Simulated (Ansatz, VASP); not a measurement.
# HfC in VASP and in Ansatz

Contents of INCAR:

```
SYSTEM = HfC
PREC = Accurate
ENCUT = 520
EDIFF = 1E-7
ISMEAR = -1
SIGMA = 0.05
LREAL = .FALSE.
LASPH = .TRUE.
NELM = 80
ALGO = Fast
ISIF = 2
LWAVE = .FALSE.
LCHARG = .FALSE.
LMAXMIX = 4
GGA = PE
NBANDS = 14
```

Contents of KPOINTS:

```
regular mesh
0
G
  10 10 10
  0 0 0
```

File POSCAR:

```
HfC
1.0
    0.0000000000      2.3250000000      2.3250000000
    2.3250000000      0.0000000000      2.3250000000
    2.3250000000      2.3250000000      0.0000000000
Hf C
1 1
Direct
    0.5000000000      0.5000000000      0.5000000000
    0.0000000000      0.0000000000      0.0000000000
```

Contents of KPOINTS_OPT:

```
path GXWKGLUWLK,UX
10
line-mode
reciprocal
 0.0000000000  0.0000000000  0.0000000000  G
 0.5000000000  0.0000000000  0.5000000000  X

 0.5000000000  0.0000000000  0.5000000000  X
 0.5000000000  0.2500000000  0.7500000000  W

 0.5000000000  0.2500000000  0.7500000000  W
 0.3750000000  0.3750000000  0.7500000000  K

 0.3750000000  0.3750000000  0.7500000000  K
 0.0000000000  0.0000000000  0.0000000000  G

 0.0000000000  0.0000000000  0.0000000000  G
 0.5000000000  0.5000000000  0.5000000000  L

 0.5000000000  0.5000000000  0.5000000000  L
 0.6250000000  0.2500000000  0.6250000000  U

 0.6250000000  0.2500000000  0.6250000000  U
 0.5000000000  0.2500000000  0.7500000000  W

 0.5000000000  0.2500000000  0.7500000000  W
 0.5000000000  0.5000000000  0.5000000000  L

 0.5000000000  0.5000000000  0.5000000000  L
 0.3750000000  0.3750000000  0.7500000000  K

 0.6250000000  0.2500000000  0.6250000000  U
 0.5000000000  0.0000000000  0.5000000000  X
```

File input.yaml:

```yaml
crystal:
  lattice:
    - [0.0, 2.325, 2.325]
    - [2.325, 0.0, 2.325]
    - [2.325, 2.325, 0.0]
  atoms:
    - { symbol: Hf, position: [0.5, 0.5, 0.5] }
    - { symbol: C, position: [0.0, 0.0, 0.0] }
hamiltonian:
  xc: pbe
  pseudopotentials: { kind: paw }
kpoints:
  mp_grid: { grid: [10, 10, 10] }
  band_path:
    path:
      - [[0.0, 0.0, 0.0], [0.5, 0.0, 0.5], [0.5, 0.25, 0.75], [0.375, 0.375, 0.75], [0.0, 0.0, 0.0], [0.5, 0.5, 0.5], [0.625, 0.25, 0.625], [0.5, 0.25, 0.75], [0.5, 0.5, 0.5], [0.375, 0.375, 0.75]]
      - [[0.625, 0.25, 0.625], [0.5, 0.0, 0.5]]
    npoints: 14
scf:
  occupations: { method: fermi_dirac, width: 0.05 }
  n_extra_bands: 6
output:
  forces: true
  stress: true
  eigenvalues: true
  fatbands: false
  write_density: true
  write_potential: true
  elf: true
  volumetric_format: npy
```

Alike in both runs: task band structure; functional PBE; k mesh 10 × 10 × 10; occupations fermi-dirac, width 0.05 eV; no spin polarisation.

|  | VASP | Ansatz |
| --- | --- | --- |
| version | VASP 6.6.1 | Ansatz 0.2.0 |
| potentials or method | VASP PAW PBE potentials, release 64 (Hf_pv, C) | Ansatz PAW |
| plane-wave cutoff (eV) | 520 | 420 |
| valence electrons in the cell | 14 | 30 |

Ansatz gave:

- gap on the k mesh at the Fermi level (eV): none
- pressure (GPa): 0.2

Estimate VASP's values.

gap on the k mesh at the Fermi level (eV): none; pressure (GPa): -0.4.

A gap of «none» marks a metal or a gap that the smearing closes. The functional is the same, so the differences come from potentials, cutoffs and numerics. The two sets of potentials don't hold the same shells in valence.

Caveats: spin-orbit coupling is left out, which moves the levels of the heavy elements.
